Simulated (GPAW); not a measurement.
Runs of GPAW 26.7.0 on AlNi. Symmetry: Pm-3m, No. 221, cubic system. The conventional cell has a = 2.881 Å, b = 2.881 Å, c = 2.881 Å, α = 90.00°, β = 90.00°, γ = 90.00°. Ni (site symmetry m-3m) is surrounded by 8 Al at 2.50 Å. Al (site symmetry m-3m) is surrounded by 8 Ni at 2.50 Å. 

| task | level | potentials or basis | band path | band points | eigensolver | pressure (GPa) | moment (μB) |
| --- | --- | --- | --- | --- | --- | --- | --- |
| band structure | PBEint | PAW data sets generated in the run's folder for this functional, pw | GXMGRX,MR | 60 | - | -0.1 | 0.00 |
| band structure | revTPSS | GPAW PAW data sets (gpaw-data 1.2.1), pw | GXMGRX,MR | 60 | davidson | -1.9 | 0.00 |
| band structure | vdW-DF | GPAW PAW data sets (gpaw-data 1.2.1), pw | GXMGRX,MR | 60 | - | - | 0.00 |
| band structure | LDA | the program's PAW data sets (release 1.2.1) made for this functional, pw | GXMGRX,MR | 100 | - | (a) | 0.00 |
| band structure | vdW-DF2 | GPAW PAW data sets (gpaw-data 1.2.1), pw | GXMGRX,MR | 60 | - | - | 0.00 |

Alike in all rows: spin collinear, ferromagnetic start; cell as given; k mesh 7 × 7 × 7; cutoff (eV) 600; smearing fermi-dirac 0.05 eV.

Problem. Estimate the missing entries.

Solution. (a) -7.8.

Caveats: the stock nickel data set gives pressures a few GPa off other programs (some runs); the PAW data sets were made with another functional, which shifts forces and pressure a little (some runs).

Runs at the PBE level aren't shown here.
